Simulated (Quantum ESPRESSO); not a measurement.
# 2H-WSe2, layer by layer, part 5 of 8

Wanted: polarisability and band edges of 2H-WSe2, layer by layer.

Quantum ESPRESSO 7.5; plane-wave DFT, PBE, GBRV ultrasoft pseudopotentials.

So far. Step 7 (Potential by pp.x, 1 layer): The slope in the vacuum is 0.100 eV/Å for an applied 0.10 V/Å, as it should be. Step 8 (Bands along a path, 1 layer: no field): Along this path the valence top lies at K and the conduction bottom between K and Γ.

### Step 10. SCF with pw.x, 1 layer: spin-orbit coupling

Spin-orbit coupling needs fully relativistic files and spinor wave functions.

Level of this step: plane-wave DFT, PBE, PseudoDojo fully relativistic norm-conserving pseudopotentials (Quantum ESPRESSO 7.5).

n1.soc.in

```
&control
  prefix = 'n1.soc'
  outdir = './out'
  pseudo_dir = './pseudo'
  calculation = 'scf'
  tprnfor = .true.
/
&system
  ibrav = 0
  nat = 3
  ntyp = 2
  ecutwfc = 78
  ecutrho = 312
  occupations = 'smearing'
  smearing = 'fd'
  degauss = 0.004
  noncolin = .true.
  lspinorb = .true.
  nbnd = 54
/
&electrons
  conv_thr = 1e-07
  mixing_beta = 0.4
  electron_maxstep = 120
  mixing_mode = 'local-TF'
/
ATOMIC_SPECIES
  Se  78.9710  Se.dojo-fr-pbe-0.4-standard.upf
  W   183.8400  W.dojo-fr-pbe-0.4-standard.upf
CELL_PARAMETERS angstrom
  3.28562509100000 0.00000000000000 0.00000000000000
  -1.64281254500000 2.84543479600000 0.00000000000000
  0.00000000000000 0.00000000000000 20.74034793400000
ATOMIC_POSITIONS crystal
  Se  0.333333333300 0.666666666700 0.418728620100
  W   0.000000000000 0.000000000000 0.500000000000
  Se  0.333333333300 0.666666666700 0.581271379900
K_POINTS automatic
  12 12 1 0 0 0
```

Run with:

```console
> OMP_NUM_THREADS=1 mpirun -n 4 pw.x -nk 4 -in n1.soc.in > n1.soc.out
```

What it wrote:

```text
[banner, memory and clock lines left out]
Program PWSCF v.7.5 starts
[citation notice left out]

[...]
Message from routine setup:
[...]
bravais-lattice index     =            0
     lattice parameter (alat)  =       6.2089  a.u.
     unit-cell volume          =    1308.5167 (a.u.)^3
     number of atoms/cell      =            3
     number of atomic types    =            2
     number of electrons       =        46.00
     number of Kohn-Sham states=           54
     kinetic-energy cutoff     =      78.0000  Ry
     charge density cutoff     =     312.0000  Ry
     scf convergence threshold =      1.0E-07
     mixing beta               =       0.4000
     number of iterations used =            8  local-TF  mixing
     Exchange-correlation= PBE
                           (   1   4   3   4   0   0   0)
     Non magnetic calculation with spin-orbit

[...]
PseudoPot. # 1 for Se read from file:
     ./pseudo/Se.dojo-fr-pbe-0.4-standard.upf
     Pseudo is Norm-conserving + core correction, Zval = 16.0
     Generated using ONCVPSP code by D. R. Hamann
     Using radial grid of 1214 points, 10 beta functions with:
                l(1) =   0
                l(2) =   0
                l(3) =   1
                l(4) =   1
                l(5) =   1
                l(6) =   1
                l(7) =   2
                l(8) =   2
                l(9) =   2
               l(10) =   2

     PseudoPot. # 2 for W  read from file:
     ./pseudo/W.dojo-fr-pbe-0.4-standard.upf
     Pseudo is Norm-conserving + core correction, Zval = 14.0
     Generated using ONCVPSP code by D. R. Hamann
     Using radial grid of 1396 points, 14 beta functions with:
                l(1) =   0
                l(2) =   0
                l(3) =   1
                l(4) =   1
                l(5) =   1
                l(6) =   1
                l(7) =   2
                l(8) =   2
                l(9) =   2
               l(10) =   2
               l(11) =   3
               l(12) =   3
               l(13) =   3
               l(14) =   3

     atomic species   valence    mass     pseudopotential
     Se               16.00    78.97100     Se( 1.00)
     W                14.00   183.84000     W ( 1.00)

     12 Sym. Ops. (no inversion) found

[...]
number of k points=    19  Fermi-Dirac smearing, width (Ry)=  0.0040
[...]
Dense  grid:   121871 G-vectors     FFT dimensions: (  36,  36, 225)

     Initial potential from superposition of free atoms

     starting charge      45.9993, renormalised to      46.0000

     negative rho (up, down):  3.157E-05 0.000E+00
     Starting wfcs are   56 randomized atomic wfcs

     per-process dynamical memory:   296.4 Mb

     Self-consistent Calculation

     iteration #  1     ecut=    78.00 Ry     beta= 0.40
     Davidson diagonalization with overlap
     ethr =  1.00E-02,  avg # of iterations =  2.6

     Threshold (ethr) on eigenvalues was too large:
     Diagonalizing with lowered threshold

     Davidson diagonalization with overlap
     ethr =  9.73E-05,  avg # of iterations =  4.2

     total energy              =    -636.98566181 Ry
     estimated scf accuracy    <       0.07565839 Ry

     iteration #  2     ecut=    78.00 Ry     beta= 0.40
[...]
negative rho (up, down):  5.469E-06 0.000E+00

[...]
total energy              =    -636.96812909 Ry
     estimated scf accuracy    <       0.04733161 Ry

     iteration #  3     ecut=    78.00 Ry     beta= 0.40
[...]
total energy              =    -636.97448030 Ry
     estimated scf accuracy    <       0.00474939 Ry

     iteration #  4     ecut=    78.00 Ry     beta= 0.40
[...]
total energy              =    -636.97417929 Ry
     estimated scf accuracy    <       0.00244610 Ry

     iteration #  5     ecut=    78.00 Ry     beta= 0.40
[...]
total energy              =    -636.97402929 Ry
     estimated scf accuracy    <       0.00090684 Ry

     iteration #  6     ecut=    78.00 Ry     beta= 0.40
[...]
total energy              =    -636.97402830 Ry
     estimated scf accuracy    <       0.00071497 Ry

[...]
iteration # 10     ecut=    78.00 Ry     beta= 0.40
[...]
negative rho (up, down):  3.173E-04 0.000E+00

[...]
total energy              =    -636.97406398 Ry
     estimated scf accuracy    <       0.00000668 Ry

     iteration # 11     ecut=    78.00 Ry     beta= 0.40
[...]
negative rho (up, down):  6.755E-05 0.000E+00

[...]
total energy              =    -636.97406548 Ry
     estimated scf accuracy    <       0.00000217 Ry

     iteration # 12     ecut=    78.00 Ry     beta= 0.40
[...]
negative rho (up, down):  4.165E-05 0.000E+00

[...]
total energy              =    -636.97406598 Ry
     estimated scf accuracy    <       0.00000020 Ry

     iteration # 13     ecut=    78.00 Ry     beta= 0.40
[...]
End of self-consistent calculation

          k = 0.0000 0.0000 0.0000 ( 15225 PWs)   bands (ev):

   -73.2090 -73.2090 -47.5047 -47.5047 -47.5044 -47.5044 -47.4691 -47.4691
   -47.4687 -47.4687 -46.6197 -46.6197 -46.6181 -46.6181 -46.5885 -46.5885
   -46.5877 -46.5877 -46.5721 -46.5721 -46.5719 -46.5719 -44.5981 -44.5981
   -34.8741 -34.8741 -34.7459 -34.7459 -14.1933 -14.1933 -12.9508 -12.9508
    -5.6116  -5.6116  -1.8053  -1.8053  -1.7768  -1.7768  -1.4575  -1.4575
    -0.7760  -0.7760  -0.3616  -0.3616   0.2843   0.2843   3.4375   3.4375
     3.6840   3.6840   3.7307   3.7307   3.9274   3.9274

          k = 0.0000 0.0962 0.0000 ( 15219 PWs)   bands (ev):

   -73.2083 -73.2083 -47.5046 -47.5046 -47.5043 -47.5043 -47.4691 -47.4691
   -47.4687 -47.4687 -46.6195 -46.6195 -46.6180 -46.6180 -46.5887 -46.5887
   -46.5878 -46.5878 -46.5723 -46.5723 -46.5716 -46.5716 -44.6008 -44.6008
   -34.8757 -34.8757 -34.7588 -34.7588 -14.0884 -14.0884 -12.8971 -12.8971
    -5.4764  -5.4764  -2.0572  -2.0572  -1.8919  -1.8919  -1.5299  -1.5299
    -0.8359  -0.8359  -0.4579  -0.4579   0.2475   0.2475   3.2541   3.2541
     3.3686   3.3686   3.6161   3.6161   3.8863   3.8863

[...]
the Fermi energy is     1.4764 ev

!    total energy              =    -636.97406607 Ry
     estimated scf accuracy    <       0.00000008 Ry
     smearing contrib. (-TS)   =      -0.00000002 Ry
     internal energy E=F+TS    =    -636.97406605 Ry

     The total energy is F=E-TS. E is the sum of the following terms:
     one-electron contribution =   -3209.43858602 Ry
     hartree contribution      =    1598.80136781 Ry
     xc contribution           =    -130.13012103 Ry
     ewald contribution        =    1103.79327319 Ry

     convergence has been achieved in  13 iterations

     Forces acting on atoms (cartesian axes, Ry/au):

     atom    1 type  1   force =     0.00000000   -0.00000000   -0.00584144
     atom    2 type  2   force =     0.00000000    0.00000000    0.00000000
     atom    3 type  1   force =     0.00000000   -0.00000000    0.00584144

     Total force =     0.008261     Total SCF correction =     0.000722

[...]
```

Wall time 3.9 min (4 MPI ranks of Arm Neoverse V1, shared host); peak memory 1.9 GiB.

Numbers from this step:

| Property | Result |
| --- | --- |
| free energy | -8666.4737 eV |
| Fermi energy | 1.476 eV |
| valence top, on the run's zero | 0.8611 eV |
| conduction bottom, on the run's zero | 2.170 eV |
| gap by band count | 1.309 eV |

### Step 11. Potential by pp.x, 1 layer

n1.soc.pot.in

```
&inputpp
  prefix = 'n1.soc'
  outdir = './out'
  filplot = 'n1.soc.pot.dat'
  plot_num = 11
/
```

Run with:

```console
> OMP_NUM_THREADS=1 mpirun -n 4 pp.x -in n1.soc.pot.in > n1.soc.pot.out
```

What it wrote:

```text
[banner, memory and clock lines left out]
Program POST-PROC v.7.5 starts
[citation notice left out]

[...]
./out/n1.soc.save/

[...]
Calling punch_plot, plot_num =  11
     Writing data to file  n1.soc.pot.dat
     Message from routine chdens:
     namelist plot not found or invalid, exiting
```

The job ended after 0.91 s (4 MPI ranks; peak memory 0.1 GiB).

This step gave:

| Item | Value |
| --- | --- |
| potential in the middle of the vacuum, over the valence top | 4.835 eV |

Electrostatic potential energy of an electron; zero at the highest filled level of the SCF mesh. Table of potential energy, planar mean by z:

```tsv
z (Å)	potential energy, planar mean (eV)
0.0	4.84
0.5	4.84
1.0	4.84
1.5	4.84
2.0	4.84
2.5	4.84
3.0	4.84
3.5	4.84
4.0	4.84
4.5	4.84
5.0	4.83
5.5	4.83
6.0	4.82
6.5	4.75
7.0	4.49
7.5	3.25
8.0	-2.11
8.5	-12.1
9.0	-10.8
9.5	-5.83
10.0	-20.4
10.5	-32.1
11.0	-9.44
11.5	-7.32
12.0	-13.5
12.5	-7.10
13.0	1.61
13.5	4.11
14.0	4.67
14.5	4.80
15.0	4.83
15.5	4.83
16.0	4.83
16.5	4.84
17.0	4.84
17.5	4.84
18.0	4.84
18.5	4.84
19.0	4.84
19.5	4.84
20.0	4.84
20.5	4.84
```

### Step 12. Bands along a path, 1 layer: spin-orbit coupling

n1.soc.bands.in

```
&control
  prefix = 'n1.soc.bands'
  outdir = './out'
  pseudo_dir = './pseudo'
  calculation = 'bands'
/
&system
  ibrav = 0
  nat = 3
  ntyp = 2
  ecutwfc = 78
  ecutrho = 312
  occupations = 'smearing'
  smearing = 'fd'
  degauss = 0.004
  noncolin = .true.
  lspinorb = .true.
  nbnd = 54
/
&electrons
  conv_thr = 1e-07
  mixing_beta = 0.4
  electron_maxstep = 120
  mixing_mode = 'local-TF'
/
ATOMIC_SPECIES
  Se  78.9710  Se.dojo-fr-pbe-0.4-standard.upf
  W   183.8400  W.dojo-fr-pbe-0.4-standard.upf
CELL_PARAMETERS angstrom
  3.28562509100000 0.00000000000000 0.00000000000000
  -1.64281254500000 2.84543479600000 0.00000000000000
  0.00000000000000 0.00000000000000 20.74034793400000
ATOMIC_POSITIONS crystal
  Se  0.333333333300 0.666666666700 0.418728620100
  W   0.000000000000 0.000000000000 0.500000000000
  Se  0.333333333300 0.666666666700 0.581271379900
K_POINTS crystal_b
4
  0.0000000000 0.0000000000 0.0000000000 12
  0.5000000000 0.0000000000 0.0000000000 12
  0.3333333333 0.3333333333 0.0000000000 12
  0.0000000000 0.0000000000 0.0000000000 1
```

Run with:

```console
> cp -r out/n1.soc.save out/n1.soc.bands.save
> cp out/n1.soc.xml out/n1.soc.bands.xml
> OMP_NUM_THREADS=1 mpirun -n 4 pw.x -nk 4 -in n1.soc.bands.in > n1.soc.bands.out
```

What it wrote:

```text
[banner, memory and clock lines left out]
Program PWSCF v.7.5 starts
[citation notice left out]

[...]
Message from routine setup:
[...]
bravais-lattice index     =            0
     lattice parameter (alat)  =       6.2089  a.u.
     unit-cell volume          =    1308.5167 (a.u.)^3
     number of atoms/cell      =            3
     number of atomic types    =            2
     number of electrons       =        46.00
     number of Kohn-Sham states=           54
     kinetic-energy cutoff     =      78.0000  Ry
     charge density cutoff     =     312.0000  Ry
     Exchange-correlation= PBE
                           (   1   4   3   4   0   0   0)
     Non magnetic calculation with spin-orbit

[...]
PseudoPot. # 1 for Se read from file:
     ./pseudo/Se.dojo-fr-pbe-0.4-standard.upf
     Pseudo is Norm-conserving + core correction, Zval = 16.0
     Generated using ONCVPSP code by D. R. Hamann
     Using radial grid of 1214 points, 10 beta functions with:
                l(1) =   0
                l(2) =   0
                l(3) =   1
                l(4) =   1
                l(5) =   1
                l(6) =   1
                l(7) =   2
                l(8) =   2
                l(9) =   2
               l(10) =   2

     PseudoPot. # 2 for W  read from file:
     ./pseudo/W.dojo-fr-pbe-0.4-standard.upf
     Pseudo is Norm-conserving + core correction, Zval = 14.0
     Generated using ONCVPSP code by D. R. Hamann
     Using radial grid of 1396 points, 14 beta functions with:
                l(1) =   0
                l(2) =   0
                l(3) =   1
                l(4) =   1
                l(5) =   1
                l(6) =   1
                l(7) =   2
                l(8) =   2
                l(9) =   2
               l(10) =   2
               l(11) =   3
               l(12) =   3
               l(13) =   3
               l(14) =   3

     atomic species   valence    mass     pseudopotential
     Se               16.00    78.97100     Se( 1.00)
     W                14.00   183.84000     W ( 1.00)

     12 Sym. Ops. (no inversion) found

[...]
number of k points=    37  Fermi-Dirac smearing, width (Ry)=  0.0040
[...]
Dense  grid:   121871 G-vectors     FFT dimensions: (  36,  36, 225)

     The potential is recalculated from file :
     ./out/n1.soc.bands.save/charge-density

     Starting wfcs are   56 randomized atomic wfcs

     Band Structure Calculation
     Davidson diagonalization with overlap

     ethr =  2.17E-10,  avg # of iterations = 34.2

     End of band structure calculation

          k = 0.0000 0.0000 0.0000 ( 15225 PWs)   bands (ev):

   -73.2087 -73.2087 -47.5000 -47.5000 -47.4997 -47.4997 -47.4643 -47.4643
   -47.4639 -47.4639 -46.6150 -46.6150 -46.6134 -46.6134 -46.5838 -46.5838
   -46.5830 -46.5830 -46.5673 -46.5673 -46.5671 -46.5671 -44.5976 -44.5976
   -34.8733 -34.8733 -34.7453 -34.7453 -14.1905 -14.1905 -12.9480 -12.9480
    -5.6095  -5.6095  -1.8033  -1.8033  -1.7746  -1.7746  -1.4554  -1.4554
    -0.7739  -0.7739  -0.3595  -0.3595   0.2859   0.2859   3.4397   3.4397
     3.6863   3.6863   3.7328   3.7328   3.9295   3.9295

          k = 0.0417 0.0241 0.0000 ( 15221 PWs)   bands (ev):

   -73.2085 -73.2085 -47.4999 -47.4999 -47.4997 -47.4997 -47.4643 -47.4643
   -47.4639 -47.4639 -46.6150 -46.6150 -46.6134 -46.6134 -46.5838 -46.5838
   -46.5830 -46.5830 -46.5674 -46.5674 -46.5670 -46.5670 -44.5983 -44.5983
   -34.8737 -34.8737 -34.7486 -34.7486 -14.1640 -14.1640 -12.9345 -12.9345
    -5.5753  -5.5753  -1.8572  -1.8572  -1.7970  -1.7970  -1.4979  -1.4979
    -0.7804  -0.7804  -0.3871  -0.3871   0.2780   0.2780   3.4206   3.4206
     3.5906   3.5906   3.6853   3.6853   3.8825   3.8825

[...]
```

Run time: 4.1 min. Hardware: 4 MPI ranks; peak memory 1.1 GiB; 16 min of CPU time.

Numbers from this step:

| Property | Result |
| --- | --- |
| valence top, on the run's zero | 0.8628 eV |
| conduction bottom, on the run's zero | 2.172 eV |

Band numbers count within the set of bands kept for display. Electronic bands along the path, in eV, zero at the highest filled level of the SCF mesh; v1 is the highest filled band, c1 the lowest empty one:

```tsv
point	v4	v3	v2	v1	c1	c2	c3	c4
Γ	-1.22	-1.22	-0.58	-0.58	2.58	2.58	2.83	2.83
halfway	-1.71	-1.71	-1.16	-1.16	1.64	1.64	2.19	2.19
M	-1.35	-1.35	-1.00	-1.00	2.15	2.15	2.62	2.62
halfway	-2.44	-2.41	-0.79	-0.42	1.89	2.07	2.57	2.97
K	-2.68	-2.60	-0.45	0.00	1.39	1.43	2.55	2.56
halfway	-1.69	-1.47	-1.14	-0.88	1.31	1.50	2.19	2.20
Γ	-1.22	-1.22	-0.58	-0.58	2.58	2.58	2.83	2.83
```

Along this path the valence top lies at K and the conduction bottom between K and Γ.

[end of part 5 of 8]

[Logs are printed without paths, hosts, clocks, repeated set-up lines and the standing remarks that a program may print on its own settings, such as how far it seeks lower states.]

[Hosts, paths, dates, database ids (printed as entryN), source tags and the programs' standing remarks are cut or masked in the printed files.]

[Maps of the electrostatic potential energy from Ansatz leave out the sawtooth potential of an applied field or a dipole correction, so their vacuum need not be flat; planar profiles and work functions include it.]
